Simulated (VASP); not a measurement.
Data:

```yaml
crystal:
  lattice:
    - [1.34756, -2.33403, 0.00000]
    - [1.34756, 2.33403, 0.00000]
    - [0.00000, 0.00000, 4.37509]
  atoms:
    - { symbol: Be, position: [0.66667, 0.33333, 0.50006] }
    - { symbol: Be, position: [0.33333, 0.66667, 0.00006] }
    - { symbol: O, position: [0.66667, 0.33333, 0.87794] }
    - { symbol: O, position: [0.33333, 0.66667, 0.37794] }
```

All values below come from PBEsol GGA, VASP's PBE PAW potentials (set 64) (plane waves; VASP). Run with 520 eV cut-off, 12×12×7 Γ-centred mesh, Gaussian smearing of 0.010 eV, potentials Be O.

Q: Give the direction-averaged independent-particle dielectric function (no local fields, no excitons; a broadening of 0.1 eV leaves a tail below the gap, and fine structure carries the noise of the k-mesh).

A: 
```json
[
 {"ħω (eV)": "0.00", "ε₁": "3.18", "ε₂": "0.00"},
 {"ħω (eV)": "0.30", "ε₁": "3.18", "ε₂": "0.00"},
 {"ħω (eV)": "0.70", "ε₁": "3.19", "ε₂": "0.00"},
 {"ħω (eV)": "1.10", "ε₁": "3.20", "ε₂": "0.00"},
 {"ħω (eV)": "1.50", "ε₁": "3.21", "ε₂": "0.00"},
 {"ħω (eV)": "1.90", "ε₁": "3.23", "ε₂": "0.01"},
 {"ħω (eV)": "2.30", "ε₁": "3.25", "ε₂": "0.01"},
 {"ħω (eV)": "2.70", "ε₁": "3.28", "ε₂": "0.01"},
 {"ħω (eV)": "3.10", "ε₁": "3.31", "ε₂": "0.01"},
 {"ħω (eV)": "3.50", "ε₁": "3.35", "ε₂": "0.01"},
 {"ħω (eV)": "3.90", "ε₁": "3.39", "ε₂": "0.01"},
 {"ħω (eV)": "4.30", "ε₁": "3.45", "ε₂": "0.01"},
 {"ħω (eV)": "4.70", "ε₁": "3.51", "ε₂": "0.02"},
 {"ħω (eV)": "5.10", "ε₁": "3.58", "ε₂": "0.02"},
 {"ħω (eV)": "5.50", "ε₁": "3.67", "ε₂": "0.02"},
 {"ħω (eV)": "5.90", "ε₁": "3.78", "ε₂": "0.03"},
 {"ħω (eV)": "6.30", "ε₁": "3.91", "ε₂": "0.04"},
 {"ħω (eV)": "6.70", "ε₁": "4.07", "ε₂": "0.05"},
 {"ħω (eV)": "7.10", "ε₁": "4.30", "ε₂": "0.07"},
 {"ħω (eV)": "7.50", "ε₁": "4.60", "ε₂": "0.21"},
 {"ħω (eV)": "7.80", "ε₁": "4.90", "ε₂": "0.49"},
 {"ħω (eV)": "8.20", "ε₁": "4.81", "ε₂": "0.87"},
 {"ħω (eV)": "8.60", "ε₁": "5.30", "ε₂": "0.92"},
 {"ħω (eV)": "9.00", "ε₁": "4.94", "ε₂": "0.89"},
 {"ħω (eV)": "9.40", "ε₁": "6.07", "ε₂": "1.39"},
 {"ħω (eV)": "9.80", "ε₁": "6.23", "ε₂": "1.54"},
 {"ħω (eV)": "10.20", "ε₁": "6.86", "ε₂": "3.98"},
 {"ħω (eV)": "10.60", "ε₁": "5.74", "ε₂": "4.23"},
 {"ħω (eV)": "11.00", "ε₁": "4.47", "ε₂": "5.35"},
 {"ħω (eV)": "11.40", "ε₁": "3.07", "ε₂": "4.80"},
 {"ħω (eV)": "11.80", "ε₁": "2.26", "ε₂": "5.23"},
 {"ħω (eV)": "12.20", "ε₁": "1.56", "ε₂": "4.69"},
 {"ħω (eV)": "12.60", "ε₁": "1.64", "ε₂": "3.61"},
 {"ħω (eV)": "13.00", "ε₁": "1.99", "ε₂": "4.04"},
 {"ħω (eV)": "13.40", "ε₁": "1.73", "ε₂": "2.78"},
 {"ħω (eV)": "13.80", "ε₁": "2.35", "ε₂": "2.71"},
 {"ħω (eV)": "14.20", "ε₁": "3.19", "ε₂": "3.19"},
 {"ħω (eV)": "14.60", "ε₁": "2.53", "ε₂": "4.38"},
 {"ħω (eV)": "15.00", "ε₁": "1.74", "ε₂": "4.08"},
 {"ħω (eV)": "15.40", "ε₁": "1.24", "ε₂": "4.46"}
]
```
ε₂ peaks at 11.2 eV (height 5.9), 11.7 eV (height 5.6), 13.0 eV (height 4.0); ε₁(0) averages 3.18, so the electronic refractive index below the gap tends to √3.18 = 1.78.

The compound is BeO in the wurtzite structure. It was relaxed first.
